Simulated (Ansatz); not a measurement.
# InP (F-43m) in Ansatz: notebook

The runs below take InP through single point, relaxation of cell and atoms, with PBE, PBEsol, BLYP+D4.

Everything below comes from runs of Ansatz 0.2.0. Logs are shortened: lines on timing, memory, paths and dates and some standing lists are left out, and cuts for length are marked.

**Measured values to compare with.**

A printed reference work, data compilation reports, for a bulk crystal of InP at 1.6 K: band gap 1.4236 eV (direct).

The runs below are set against these values where they give the same quantity.

### 1 The structure

It takes space group F-43m (No. 216, cubic). The conventional cell has a = 5.861 Å, b = 5.861 Å, c = 5.861 Å, α = 90.00°, β = 90.00°, γ = 90.00°. Around In (site symmetry -43m) lie 4 P at 2.54 Å. P (site symmetry -43m) is surrounded by 4 In at 2.54 Å.

### 2 Single point, PBE

input.yaml reads:

```yaml
crystal:
  lattice:
    - [0.0, 2.9305, 2.9305]
    - [2.9305, 0.0, 2.9305]
    - [2.9305, 2.9305, 0.0]
  atoms:
    - { symbol: In, position: [0.0, 0.0, 0.0] }
    - { symbol: P, position: [0.75, 0.75, 0.75] }
kpoints:
  mp_grid: { grid: [8, 8, 8] }
scf:
  occupations: { method: gaussian, width: 0.012 }
hamiltonian:
  xc: pbe
  pseudopotentials: { kind: all_electron, lapw: { basis_error: 0.001 } }
output:
  forces: true
  stress: true
  eigenvalues: true
```

Potentials or basis: all-electron LAPW, scalar-relativistic.

Started as:

```
$ ansatz run input.yaml --threads 1 --pin off --max-ram 3072MiB --backend cpu --events-out ev --progress --plain --runs-dir out
```

Log:

```text
Warning: RAYON_NUM_THREADS=1 ignored (pool sized by the plan → 1); use --threads N
LAPW: plane waves up to 8.013 Å⁻¹, error target 1.0e-3 eV per atom; small_component_spin mean_spin; P in spheres of 1.105 Å, 13 of its electrons in bands, Dirac shells []; In in spheres of 1.433 Å, 21 of its electrons in bands, Dirac shells [] (how accurate: hamiltonian.pseudopotentials.lapw.basis_error, Limitations)
Engine: ansatz 0.2.0, x86_64-unknown-linux-gnu
Pseudopotentials: kind: all_electron
Pseudopotential: In, LAPW, valence charge 21, lapw/all_electron/scalar/gaussian/In, Koelling and Harmon's equation, gaussian nucleus
Pseudopotential: P, LAPW, valence charge 13, lapw/all_electron/scalar/gaussian/P, Koelling and Harmon's equation, gaussian nucleus
Functional definition: PBE
  parameter kappa = 0.804
  parameter beta = 0.06672455060314922
  exchange = pbe_x(kappa = kappa, mu = beta*pi^2/3)
  correlation = pbe_c(beta = beta)
Crystal: 2 atoms, lattice volume = 50.333 Å³
Basis set: ecut = 244.6137996932786 eV, 411 PW (Γ), exchange–correlation at level 2
Bands: 21, of which v1, the nominal top of the filled ones, is band 17 counted from 1 (16 counted from 0)
Symmetry: 24 space group operations
Space group: F-43m (ITA 216), of the structure as read, at distance tolerance 3.7e-5 Å
k-points: 29 of 512 (time reversal used)
Non-local potential: In, projectors of the file, none
Non-local potential: P, projectors of the file, none
Initial density: superposition of atomic densities (chi_scale 0.1, normalization cell, long waves kept (reshape's long-wave potential 0.00 eV rms))
Initial wavefunctions: plane waves of lowest kinetic energy (no species holds an atomic orbital)
Functional: x = pbe(κ = 0.804, μ = 0.2195149727645171), c = pbe(β = 0.06672455060314922)
iter 1 solved again at ethr=3.70e-3 eV; its pass at ethr=1.00e-1 eV (dr2=1.26e0 eV) is discarded
SCF iter   1: F=—  HF=-169355.820501 eV  |F-HF|=—  |Δ(HF+E_count)|=         —  Δρ=3.65e-2  dr2=1.26e0  ethr=3.70e-3  ⟨swp⟩=2.0  Hψ=4162  notcnv=0
preconditioner: auto → none  [insulator: Δε(μ)=1.114 eV  Ē_g=14.271 eV  σ=0.012 eV  W_gap=1.00  n_scr=14 (ndim 8)  ℏωp=22.2 eV  f_vac=0.032  D(μ)=0.00/eV (n_scr^D=0)  ε∞_Penn≈3.4]
iter 2 solved again at ethr=1.98e-4 eV; its pass at ethr=3.70e-3 eV (dr2=6.75e-2 eV) is discarded
SCF iter   2: F=—  HF=-169355.430654 eV  |F-HF|=—  |Δ(HF+E_count)|=   3.90e-1  Δρ=1.23e-2  dr2=6.75e-2  ethr=1.98e-4  ⟨swp⟩=2.0  Hψ=3282  notcnv=0
SCF iter   3: F=—  HF=-169355.404498 eV  |F-HF|=—  |Δ(HF+E_count)|=   2.62e-2  Δρ=6.07e-3  dr2=1.55e-2  ethr=1.98e-4  ⟨swp⟩=2.8  Hψ=1825  notcnv=0
SCF iter   4: F=—  HF=-169355.405388 eV  |F-HF|=—  |Δ(HF+E_count)|=         —  Δρ=1.30e-3  dr2=9.23e-4  ethr=4.56e-5  ⟨swp⟩=2.7  Hψ=1824  notcnv=0
the basis was enlarged: its passes take 647.8 KiB over the memory plan, 1 of 1 planned eigensolver slots
SCF iter   5: F=—  HF=-169355.404981 eV  |F-HF|=—  |Δ(HF+E_count)|=   4.06e-4  Δρ=1.82e-4  dr2=1.60e-5  ethr=2.71e-6  ⟨swp⟩=2.3  Hψ=1793  notcnv=0
SCF iter   6: F=—  HF=-169355.405011 eV  |F-HF|=—  |Δ(HF+E_count)|=   3.02e-5  Δρ=3.95e-5  dr2=6.77e-7  ethr=4.71e-8  ⟨swp⟩=3.0  Hψ=1807  notcnv=0
SCF iter   7: F=-169355.405013 eV  HF=-169355.405013 eV  |F-HF|=1.30e-8  |Δ(HF+E_count)|=   1.77e-6  Δρ=3.50e-6  dr2=7.43e-9  ethr=1.99e-9  ⟨swp⟩=3.0  Hψ=1798  notcnv=0
SCF 1 converged in 7 iterations: F = -169355.405013 eV  dr2 = 7.43e-9
SCF converged after 7 iterations
Free energy (F): -169355.405013 eV
Harris-Foulkes:  -169355.405013 eV  (|F-HF|=1.30e-8)
Internal energy: -169355.405013 eV  (E = F + TS)
E sigma→0 (E₀):  -169355.405013 eV
Fermi energy:    9.455805 eV
--- Per-component energies (eV) ---
  E_band       = -1583.125128
  E_kinetic    = 177332.064740
  E_xc         = -4985.289809
  E_electrostatic = -341702.179945  (all electrons and nuclei)
  E_smearing   = -0.000000  (= −TS)
  E_closure    = 0.000000  (closes the sum)
  E_atoms      = -169347.050426  (free atoms, spherical and without spin; not in F)
  Σ components = -169355.405013   (vs F -169355.405013, Δ=0.00e0)
  Basis errors (estimates in eV, not in F): energy 4.5e-4 per atom: plane waves 4.1e-4 (2.4e-4 summed), levels above the bands 0.0e0, relativity 3.8e-8, radial functions 4.5e-5, core shells 6.7e-8; eigenvalues (radial functions only) 1.1e-6; not estimated: angular momenta, meshes, grids; target (lapw.basis_error) 1.0e-3; muffin-tin radii P 1.105 Å, In 1.433 Å
--- Forces (eV/Å), atoms counted from 1 ---
  atom   1  In     0.00000000    -0.00000000    -0.00000000
  atom   2  P     -0.00000000     0.00000000     0.00000000
  max |Σ_I F_I| component: 2.78e-17 eV/Å
--- Stress (GPa, compression-positive) ---
        3.336575      -0.000000      -0.000000
       -0.000000       3.336575       0.000000
       -0.000000       0.000000       3.336575
  P = ⅓ Tr σ = 3.3366 GPa (33.366 kbar)
--- Band table (eV; the first three rows and the last of 29) ---
  k-point 0: bands = ["-158.5220", "-108.9983", "-108.9983", "-108.9983", "-105.8625", "-64.3495", "-64.3495", "-64.3495", "-5.0915", "-5.0915", "-5.0915", "-4.9395", "-4.9395", "-2.4174", "9.0988", "9.0988", "9.0988", "9.8125", "13.1910", "13.1910", "13.1910"]
  k-point 1: bands = ["-158.5220", "-108.9983", "-108.9983", "-108.9983", "-105.8625", "-64.3495", "-64.3495", "-64.3495", "-5.1105", "-5.0840", "-5.0840", "-4.9394", "-4.9394", "-2.2389", "7.5618", "8.9131", "8.9131", "10.7554", "13.3435", "13.4677", "13.4677"]
  k-point 2: bands = ["-158.5220", "-108.9983", "-108.9983", "-108.9983", "-105.8625", "-64.3496", "-64.3495", "-64.3495", "-5.1538", "-5.0682", "-5.0682", "-4.9369", "-4.9369", "-1.7404", "5.6612", "8.5424", "8.5424", "10.8977", "13.8904", "13.8904", "14.4196"]
  k-point 28: bands = ["-158.5220", "-108.9983", "-108.9983", "-108.9983", "-105.8625", "-64.3497", "-64.3496", "-64.3496", "-5.2434", "-5.0314", "-4.9954", "-4.9600", "-4.9244", "0.0390", "3.5031", "6.1494", "6.1909", "13.3906", "13.4801", "14.6703", "15.3054"]
```

Wall time 7.8 s (1 thread of Intel Xeon Platinum 8488C (Sapphire Rapids), shared host); peak memory 0.31 GiB.

What came out:

```
Free energy            : -169355.4050 eV
Pressure               : 3.3 GPa
Band gap on the k mesh : 0.71 eV, direct
```

Caveat: spin-orbit coupling is left out, which moves the levels of the heavy elements.

### 3 Single point, PBEsol

Changes to input.yaml since step 2:

```diff
@@ -11,5 +11,5 @@
 scf:
-  occupations: { method: gaussian, width: 0.012 }
+  occupations: { method: gaussian, width: 0.02 }
 hamiltonian:
-  xc: pbe
+  xc: pbesol
   pseudopotentials: { kind: all_electron, lapw: { basis_error: 0.001 } }
```

Potentials or basis: all-electron LAPW, scalar-relativistic.

Started as:

```
$ ansatz run input.yaml --threads 1 --pin off --max-ram 3072MiB --backend cpu --events-out ev --progress --plain --runs-dir out
```

Wall time 6.8 s (1 thread of Intel Xeon Platinum 8488C (Sapphire Rapids), shared host); peak memory 0.3 GiB.

Results (log left out):

```yaml
Free_energy: -169267.3234 eV
Pressure: 0.6 GPa
Band_gap_on_the_k_mesh: 0.61 eV, direct
```

Levels at points of the mesh, in eV from the valence-band top:
| k point | band 14 | band 15 | band 16 | band 17 | band 18 | band 19 | band 20 | band 21 |
| --- | --- | --- | --- | --- | --- | --- | --- | --- |
| (0.00, 0.00, 0.00) | -11.55 | 0.00 | 0.00 | 0.00 | 0.61 | 4.01 | 4.01 | 4.01 |
| (0.00, 0.00, -0.50) | -9.80 | -5.80 | -0.98 | -0.98 | 1.40 | 4.73 | 4.73 | 6.95 |
| (0.00, -0.50, -0.50) | -9.13 | -5.81 | -2.35 | -2.35 | 1.63 | 2.17 | 9.09 | 9.52 |

Caveat: spin-orbit coupling is left out, which moves the levels of the heavy elements.

### 4 Relaxation of cell and atoms, BLYP+D4

Changes to input.yaml since step 3:

```diff
@@ -11,5 +11,6 @@
 scf:
-  occupations: { method: gaussian, width: 0.02 }
+  occupations: { method: fermi_dirac, width: 0.05 }
 hamiltonian:
-  xc: pbesol
+  xc: blyp
+  dispersion: d4
   pseudopotentials: { kind: all_electron, lapw: { basis_error: 0.001 } }
@@ -18,2 +19,5 @@
   stress: true
-  eigenvalues: true
+relax:
+  f_tol: 0.02
+  max_steps: 60
+  cell: {}
```

Started as:

```
$ ansatz run input.yaml --threads 1 --pin off --max-ram 3072MiB --backend cpu --events-out ev --progress --plain --runs-dir out
```

It took 17 s on 1 thread of Intel Xeon Platinum 8488C (Sapphire Rapids), shared host; peak memory 0.33 GiB.

It converged, with:

```yaml
Free_energy: -169376.7250 eV
Relaxed_volume: 26.06 Å³/atom
Relaxed_cell: a = 4.193 Å, b = 4.193 Å, c = 4.193 Å, α = 60.00°, β = 60.00°, γ = 60.00°
Space_group_after_relaxing_to_0.05_Å: F-43m (No. 216)
Energy_gained_by_relaxing: 6.0 meV/atom
Ionic_steps: 4
Pressure_after_relaxing: 0.0 GPa
Band_gap_on_the_k_mesh: 0.40 eV
```

The path:
| step | energy change (eV) | largest force (eV/Å) | volume (Å³) |
| --- | --- | --- | --- |
| 1 | 0.0000 | 0.0000 | 50.33 |
| 2 | -0.0119 | 0.0000 | 52.26 |
| 3 | -0.0120 | 0.0000 | 52.11 |
| 4 | -0.0120 | 0.0000 | 52.11 |

Final structure:
```yaml
crystal:
  lattice:
    - [0.00000, 2.96462, 2.96462]
    - [2.96462, 0.00000, 2.96462]
    - [2.96462, 2.96462, 0.00000]
  atoms:
    - { symbol: In, position: [0.00000, 0.00000, 0.00000] }
    - { symbol: P, position: [0.75000, 0.75000, 0.75000] }
```

Caveat: spin-orbit coupling is left out, which moves the levels of the heavy elements. A k mesh can miss the band edges.

### 5 The runs side by side

```tsv
task	level	cell	cutoff (eV)	smearing	gap on the mesh (eV)	pressure (GPa)
single point	PBE	as given	245	gaussian 0.012 eV	0.71	3.3
single point	PBEsol	as given	245	gaussian 0.02 eV	0.61	0.6
relaxation of cell and atoms	BLYP+D4	relaxed	-	fermi-dirac 0.05 eV	0.40	0.0
```

Alike in all rows: potentials or basis all-electron LAPW, scalar-relativistic; no spin polarisation; k mesh 8 × 8 × 8; basis error allowed 0.001 eV/atom.

Caveats: spin-orbit coupling is left out, which moves the levels of the heavy elements.

Compare energies only between runs with the same functional and basis.

### 6 Comparison with measurements

Step 2. A measured gap of InP is 1.4236 eV (direct; 1.6 K; a printed reference work, data compilation); the calculated 0.71 eV misses it by -0.71 eV. Spin-orbit coupling on In is left out. The value is that of PBE, without temperature or zero-point motion. Semilocal functionals fall short of measured gaps as a rule.

Step 3. Against the measured gap of InP, 1.4236 eV (direct; 1.6 K; a printed reference work, data compilation), the calculated 0.61 eV is off by -0.81 eV. Spin-orbit coupling on In is left out. The value is that of PBEsol, without temperature or zero-point motion. Semilocal functionals fall short of measured gaps as a rule.
